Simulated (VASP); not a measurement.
# As2Pt (Sperrylite): what each functional gives, and what it costs

Wanted: bands and gap of As2Pt (Sperrylite) from one functional after another. The levels: LDA, PBEsol, PBE, TB-mBJ, AM05, HSE06, PBE + SOC and TB-mBJ + SOC. The start is a cell from a database of measured crystal structures.

Main program and level: VASP 6.6.1; LDA; plane waves and PAW (As, Pt), in the first sound run; inputs show where later runs differ.

### Step 1. Starting point

Symmetry: Pa-3, No. 205, cubic system. Conventional cell: a = 5.966 Å, b = 5.966 Å, c = 5.966 Å, α = 90.00°, β = 90.00°, γ = 90.00°. As has 1 As at 2.42 Å and 3 Pt at 2.49 Å nearest. Nearest to Pt lie 6 As at 2.49 Å. Farther neighbours are not listed.

### Step 2. Bands with LDA, k 3×3×3

Levels along the symmetry lines show where the bands peak and cross; KPOINTS_OPT computes them in the converged potential. LDA, the lowest rung, knows the local density alone.

INCAR

```
SYSTEM = As2Pt
PREC = Accurate
ENCUT = 400
EDIFF = 1E-06
NELM = 100
ISMEAR = 0
SIGMA = 0.02
LREAL = .FALSE.
ALGO = Normal
GGA = CA
NBANDS = 68
LASPH = .TRUE.
LORBIT = 11
LWAVE = .FALSE.
LCHARG = .FALSE.
KPAR = 2
NCORE = 4
```

POSCAR

```
As2Pt
1.0
    5.9665000000      0.0000000000      0.0000000000
    0.0000000000      5.9665000000      0.0000000000
    0.0000000000      0.0000000000      5.9665000000
As Pt
8 4
Direct
    0.3830000000      0.3830000000      0.3830000000
    0.1170000000      0.6170000000      0.8830000000
    0.8830000000      0.1170000000      0.6170000000
    0.6170000000      0.8830000000      0.1170000000
    0.6170000000      0.6170000000      0.6170000000
    0.8830000000      0.3830000000      0.1170000000
    0.1170000000      0.8830000000      0.3830000000
    0.3830000000      0.1170000000      0.8830000000
    0.0000000000      0.0000000000      0.0000000000
    0.5000000000      0.0000000000      0.5000000000
    0.5000000000      0.5000000000      0.0000000000
    0.0000000000      0.5000000000      0.5000000000
```

KPOINTS

```
Automatic mesh
0
Gamma
3 3 3
0 0 0
```

KPOINTS_OPT

```
Line mode
12
Line-mode
Reciprocal
  0.00000000   0.00000000   0.00000000 GAMMA
  0.00000000   0.50000000   0.00000000 X

  0.00000000   0.50000000   0.00000000 X
  0.50000000   0.50000000   0.00000000 M

  0.50000000   0.50000000   0.00000000 M
  0.00000000   0.00000000   0.00000000 GAMMA

  0.00000000   0.00000000   0.00000000 GAMMA
  0.50000000   0.50000000   0.50000000 R

  0.50000000   0.50000000   0.50000000 R
  0.00000000   0.50000000   0.00000000 X

  0.50000000   0.50000000   0.00000000 M
  0.50000000   0.50000000   0.50000000 R
```

PAW data sets: As and Pt (PBE family, release 64).

Run with:

```sh
$ mpirun -np 8 vasp_std
```

The log of the run:

```text
[banner, memory and clock lines left out]
running    8 mpi-ranks, on    1 nodes
 distrk:  each k-point on    4 cores,    2 groups
 distr:  one band on    4 cores,    1 groups

 POSCAR found type information on POSCAR AsPt
 POSCAR found :  2 types and      12 ions
|                                                                             |
|               ----> ADVICE to this user running VASP <----                  |
|                                                                             |
|     You enforced a specific xc type in the INCAR file but a different       |
|     [... a line on the potential file left out ...]
|     I HOPE YOU KNOW WHAT YOU ARE DOING!                                     |
|                                                                             |

 LDA part: xc-table for (Slater(with rela. corr.)+CA(PZ))
 , standard interpolation
 POSCAR, INCAR and KPOINTS ok, starting setup
 FFT: planning ... GRIDC
 FFT: planning ... GRID_SOFT
 FFT: planning ... GRID
 WAVECAR not read
 entering main loop
       N       E                     dE             d eps       ncg     rms          rms(c)
DAV:   1     0.316780985470E+03    0.31678E+03   -0.29091E+04   544   0.847E+02
DAV:   2    -0.658040843099E+02   -0.38259E+03   -0.35817E+03   628   0.197E+02
DAV:   3    -0.844178838495E+02   -0.18614E+02   -0.18309E+02   656   0.405E+01
DAV:   4    -0.845771646149E+02   -0.15928E+00   -0.15915E+00   616   0.410E+00
DAV:   5    -0.845791537778E+02   -0.19892E-02   -0.19891E-02   640   0.452E-01    0.243E+01
DAV:   6    -0.808999896724E+02    0.36792E+01   -0.13723E+01   592   0.203E+01    0.890E+00
DAV:   7    -0.801441639276E+02    0.75583E+00   -0.22502E+00   592   0.803E+00    0.491E+00
DAV:   8    -0.799979030287E+02    0.14626E+00   -0.17649E-01   616   0.127E+00    0.134E+00
DAV:   9    -0.799802204857E+02    0.17683E-01   -0.25987E-02   608   0.850E-01    0.297E-01
DAV:  10    -0.799802243649E+02   -0.38792E-05   -0.27443E-03   608   0.185E-01    0.847E-02
DAV:  11    -0.799801555481E+02    0.68817E-04   -0.18592E-04   592   0.823E-02    0.151E-02
DAV:  12    -0.799801520721E+02    0.34760E-05   -0.21743E-05   608   0.191E-02    0.291E-03
DAV:  13    -0.799801520904E+02   -0.18334E-07   -0.12264E-06   360   0.366E-03
   1 F= -.79980152E+02 E0= -.79980152E+02  d E =-.280224E-18
 Start KPOINTS_OPT (optional k-point list driver)
k-point batch [1-4\72]
       N       E                     dE             ncg
DAV:   1     0.217105938089E+04    0.16498E+04      544
DAV:   2     0.673641992891E+03   -0.14974E+04      624
DAV:   3     0.607198968295E+03   -0.66443E+02      672
DAV:   4     0.606565430909E+03   -0.63354E+00      640
DAV:   5     0.606553869150E+03   -0.11562E-01      648
DAV:   6     0.606553653738E+03   -0.21541E-03      648
DAV:   7     0.606553647640E+03   -0.60974E-05      600
DAV:   8     0.606553647458E+03   -0.18243E-06      504
[...]
k-point batch [69-72\72]
       N       E                     dE             ncg
DAV:   1     0.226999583197E+04   -0.48177E+04      544
DAV:   2     0.751862308439E+03   -0.15181E+04      640
DAV:   3     0.675340346809E+03   -0.76522E+02      652
DAV:   4     0.674564528791E+03   -0.77582E+00      636
DAV:   5     0.674551242258E+03   -0.13287E-01      636
DAV:   6     0.674550875328E+03   -0.36693E-03      628
DAV:   7     0.674550863837E+03   -0.11491E-04      632
DAV:   8     0.674550863464E+03   -0.37299E-06      504
```

Wall time 52 s (8 MPI ranks of Intel Xeon Platinum 8488C (Sapphire Rapids), shared host); peak memory 1.3 GiB.

Lines that name or quote the potential files are left out of all logs, and their timing lines are given in words.

Parts of OUTCAR (step 2):

```text
ion  position               nearest neighbor table
   1  0.383  0.383  0.383-   5 2.42  11 2.49  10 2.49  12 2.49
   2  0.117  0.617  0.883-   6 2.42  12 2.49  11 2.49   9 2.49
   3  0.883  0.117  0.617-   7 2.42   9 2.49  10 2.49  12 2.49
   4  0.617  0.883  0.117-   8 2.42  10 2.49   9 2.49  11 2.49
   5  0.617  0.617  0.617-   1 2.42  11 2.49  10 2.49  12 2.49
   6  0.883  0.383  0.117-   2 2.42  12 2.49  11 2.49   9 2.49
   7  0.117  0.883  0.383-   3 2.42   9 2.49  10 2.49  12 2.49
   8  0.383  0.117  0.883-   4 2.42  10 2.49   9 2.49  11 2.49
   9  0.000  0.000  0.000-   3 2.49   7 2.49   4 2.49   6 2.49   2 2.49   8 2.49
  10  0.500  0.000  0.500-   4 2.49   8 2.49   1 2.49   5 2.49   7 2.49   3 2.49
  11  0.500  0.500  0.000-   1 2.49   5 2.49   4 2.49   2 2.49   6 2.49   8 2.49
  12  0.000  0.500  0.500-   2 2.49   6 2.49   3 2.49   5 2.49   1 2.49   7 2.49

  LATTYP: Found a simple cubic cell.
 ALAT       =     5.9665000000

 Subroutine GETGRP returns: Found 24 space group operations
 (whereof  6 operations were pure point group operations)

The static configuration has the point symmetry S_6 .
 The point group associated with its full space group is T_h .

 Found      4 irreducible k-points:

   k-points           NKPTS =      4   k-points in BZ     NKDIM =      4   number of bands    NBANDS=     68

   dimension x,y,z NGX =    40 NGY =   40 NGZ =   40
   dimension x,y,z NGXF=    80 NGYF=   80 NGZF=   80

   ENCUT  =  400.0 eV  29.40 Ry    5.42 a.u.   9.73  9.73  9.73*2*pi/ulx,y,z

   NELECT =      80.0000    total number of electrons

 k-points in reciprocal lattice and weights: Automatic mesh
   0.00000000  0.00000000  0.00000000       0.037
   0.33333333  0.00000000  0.00000000       0.222
   0.33333333  0.33333333  0.00000000       0.444
   0.33333333  0.33333333  0.33333333       0.296

 average (electrostatic) potential at core
       1 -47.0032       2 -47.0032       3 -47.0032       4 -47.0032       5 -47.0032
       6 -47.0032       7 -47.0032       8 -47.0032       9 -67.2541      10 -67.2541
      11 -67.2541      12 -67.2541

 E-fermi :   7.4410

 k-point     1 :       0.0000    0.0000    0.0000
  band No.  band energies     occupation
    ...
     36       4.8309      2.00000
     37       4.8309      2.00000
     38       6.3374      2.00000
     39       6.3374      2.00000
     40       6.3374      2.00000
     41       7.9841      0.00000
     42       7.9841      0.00000
     43       7.9841      0.00000
     44       8.8742      0.00000
     45      11.3752      0.00000
    ...

 k-point     2 :       0.3333    0.0000    0.0000
  band No.  band energies     occupation
    ...
     36       5.3082      2.00000
     37       5.9310      2.00000
     38       6.0328      2.00000
     39       6.4217      2.00000
     40       7.0164      2.00000
     41       8.3163      0.00000
     42       8.3568      0.00000
     43       8.3871      0.00000
     44       9.5204      0.00000
     45       9.9095      0.00000
    ...

 k-point     3 :       0.3333    0.3333    0.0000
  band No.  band energies     occupation
    ...
     36       5.7475      2.00000
     37       5.9853      2.00000
     38       6.2338      2.00000
     39       6.3898      2.00000
     40       7.3187      2.00000
     41       8.4661      0.00000
     42       8.5405      0.00000
     43       9.1111      0.00000
     44       9.4005      0.00000
     45       9.5546      0.00000
    ...

  Total       -0.9330333     -0.9330333     -0.9330333      0.0000000     -0.0000000     -0.0000000
  in kB       -7.0379920     -7.0379920     -7.0379920      0.0000000     -0.0000000     -0.0000000
  external PRESSURE =      -7.0379920 kB  Pullay stress =       0.0000000 kB

  energy-cutoff  :      400.00
  volume of cell :      212.40
      direct lattice vectors                 reciprocal lattice vectors
     5.966500000  0.000000000  0.000000000     0.167602447  0.000000000  0.000000000
     0.000000000  5.966500000  0.000000000     0.000000000  0.167602447  0.000000000
     0.000000000  0.000000000  5.966500000     0.000000000  0.000000000  0.167602447

 POSITION                                       TOTAL-FORCE (eV/Angst)
 -----------------------------------------------------------------------------------
      2.28517      2.28517      2.28517         0.041149      0.041149      0.041149
      0.69808      3.68133      5.26842        -0.041149     -0.041149      0.041149
      5.26842      0.69808      3.68133         0.041149     -0.041149     -0.041149
      3.68133      5.26842      0.69808        -0.041149      0.041149     -0.041149
      3.68133      3.68133      3.68133        -0.041149     -0.041149     -0.041149
      5.26842      2.28517      0.69808         0.041149      0.041149     -0.041149
      0.69808      5.26842      2.28517        -0.041149      0.041149      0.041149
      2.28517      0.69808      5.26842         0.041149     -0.041149      0.041149
      0.00000      0.00000      0.00000         0.000000      0.000000      0.000000
      2.98325      0.00000      2.98325         0.000000      0.000000      0.000000
      2.98325      2.98325      0.00000         0.000000      0.000000      0.000000
      0.00000      2.98325      2.98325         0.000000      0.000000      0.000000
 -----------------------------------------------------------------------------------
    total drift:                               -0.000000      0.000000     -0.000000

  FREE ENERGIE OF THE ION-ELECTRON SYSTEM (eV)
  ---------------------------------------------------
  free  energy   TOTEN  =       -79.9801520904 eV

  energy  without entropy=      -79.9801520904  energy(sigma->0) =      -79.98015209

 total charge
# of ion       s       p       d       tot
------------------------------------------
    1        1.238   1.473   0.079   2.789
    2        1.238   1.473   0.079   2.789
    3        1.238   1.473   0.079   2.789
    4        1.238   1.473   0.079   2.789
    5        1.238   1.473   0.079   2.789
    6        1.238   1.473   0.079   2.789
    7        1.238   1.473   0.079   2.789
    8        1.238   1.473   0.079   2.789
    9        0.708   0.796   8.048   9.552
   10        0.708   0.796   8.048   9.552
   11        0.708   0.796   8.048   9.552
   12        0.708   0.796   8.048   9.552
--------------------------------------------------
tot         12.735  14.964  32.821  60.520

[... 1 further part left out ...]
```

Spin-orbit coupling is off here; with elements this heavy it splits and shifts levels by tenths of an eV or more. The PAW data sets were made with PBE, though LDA sets exist; this is a small mismatch.

This step gave:

- SCF cycles: 13
- electrons: 80
- bands: 68
- irreducible k-points: 4
- symmetry operations: 24
- free energy (TOTEN): -79.9802 eV
- Fermi energy: 7.441 eV
- pressure: -0.7038 GPa
- metallic: no
- least gap on mesh and path: 0.2223 eV
- least direct gap on mesh and path: 1.006 eV
- valence top at k: 0.3636, 0.3636, 0
- conduction bottom at k: 0.5, 0.5, 0.5
- least direct gap at k: 0, 0.2273, 0

The electronic bands at the labelled points (eV, zero at the valence-band top; v1 is the highest filled band, c1 the lowest empty one):

| point | v4 | v3 | v2 | v1 | c1 | c2 | c3 | c4 |
| --- | --- | --- | --- | --- | --- | --- | --- | --- |
| Γ | -2.53 | -1.03 | -1.03 | -1.03 | 0.62 | 0.62 | 0.62 | 1.51 |
| 0.45 of the way | -1.83 | -1.21 | -1.02 | -0.28 | 0.73 | 0.74 | 0.78 | 1.86 |
| X | -1.29 | -1.29 | -0.88 | -0.88 | 1.44 | 1.44 | 1.61 | 1.61 |
| 0.55 of the way | -1.02 | -1.02 | -0.62 | -0.62 | 1.34 | 1.34 | 1.53 | 1.53 |
| M | -0.63 | -0.63 | -0.63 | -0.63 | 1.93 | 1.93 | 1.93 | 1.93 |
| 0.55 of the way | -1.84 | -1.20 | -0.79 | -0.43 | 0.76 | 0.98 | 1.20 | 2.16 |
| Γ | -2.53 | -1.03 | -1.03 | -1.03 | 0.62 | 0.62 | 0.62 | 1.51 |
| 0.45 of the way | -1.81 | -1.11 | -0.71 | -0.71 | 0.88 | 1.50 | 1.50 | 2.16 |
| R | -0.79 | -0.79 | -0.79 | -0.79 | 0.22 | 0.22 | 0.22 | 0.22 |
| 0.45 of the way | -1.38 | -1.38 | -0.74 | -0.74 | 1.16 | 1.16 | 1.92 | 1.92 |
| X | -1.29 | -1.29 | -0.88 | -0.88 | 1.44 | 1.44 | 1.61 | 1.61 |
| jump to M | -0.63 | -0.63 | -0.63 | -0.63 | 1.93 | 1.93 | 1.93 | 1.93 |
| 0.45 of the way | -0.75 | -0.75 | -0.75 | -0.75 | 1.24 | 1.24 | 1.24 | 1.24 |
| R | -0.79 | -0.79 | -0.79 | -0.79 | 0.22 | 0.22 | 0.22 | 0.22 |

Of the projections kept (As, Pt), the largest for each band there; the rest of the weight can lie on other orbitals:

| point | v4 | v3 | v2 | v1 | c1 | c2 | c3 | c4 |
| --- | --- | --- | --- | --- | --- | --- | --- | --- |
| Γ | Pt 0.83 | As 0.77 | As 0.77 | As 0.77 | Pt 0.68 | Pt 0.68 | Pt 0.68 | As 0.98 |
| X | Pt 0.58 | Pt 0.58 | As 0.66 | As 0.66 | Pt 0.60 | Pt 0.60 | As 0.57 | As 0.57 |
| M | As 0.51 | As 0.51 | As 0.51 | As 0.51 | As 0.52 | As 0.52 | As 0.52 | As 0.52 |
| Γ | Pt 0.83 | As 0.77 | As 0.77 | As 0.77 | Pt 0.68 | Pt 0.68 | Pt 0.68 | As 0.98 |
| R | As 0.71 | As 0.71 | As 0.71 | As 0.71 | Pt 0.69 | Pt 0.69 | Pt 0.69 | Pt 0.69 |
| X | Pt 0.58 | Pt 0.58 | As 0.66 | As 0.66 | Pt 0.60 | Pt 0.60 | As 0.57 | As 0.57 |

The gap is 0.22 eV, indirect.

[end of part 1 of 5]

[Lines on the potential files, build, host, timing and source positions are cut from VASP's logs without a mark.]

[Logs are printed without paths, hosts, clocks, repeated set-up lines and the standing remarks that a program may print on its own settings, such as how far it seeks lower states.]

[Hosts, paths, dates, database ids (printed as entryN), source tags and the programs' standing remarks are cut or masked in the printed files.]

[A measured line is paired with the nearest computed mode of its activity, which favours agreement.]

[In band tables of VASP the shares of atoms and orbitals are scaled to a sum of 1 inside the atoms' spheres.]
